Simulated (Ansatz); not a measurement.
Cr:

```
Cr
1.0
     2.71400    0.00000    0.00000
    -1.35700    2.35039    0.00000
     0.00000    0.00000    4.41000
Cr
2
Direct
  0.66667 0.33333 0.75000
  0.33333 0.66667 0.25000
```

This isn't the form of Cr at room conditions, which is bcc.

Program: Ansatz 0.2.0. Alike in all runs: task band structure; potentials or basis Ansatz PAW; spin collinear, ferromagnetic start; cell as given; k mesh 11 × 11 × 6; cutoff (eV) 420; smearing fermi-dirac 0.05 eV.

**Question.** Order these runs on this cell by their pressure, lowest first.
A. level LDA
B. level PBE
C. level PBEsol
D. level RPBE
E. level revPBE

**Answer.** A (-38.3 GPa), C (-32.1 GPa), B (-25.5 GPa), E (-6.5 GPa), D (-4.6 GPa).

Caveats: the PAW data sets come from PBE, with cores solved anew for the run's functional, which leaves a small shift of forces and pressure (some runs); a pressure of tens of GPa on the cell as given is suspect, and the run, the potentials or the cell itself is likely at fault (some runs); the starting moments weren't kept (some runs); so large a pressure means that the cell lies far from this level's equilibrium, or that cutoff or potentials fall short (some runs).
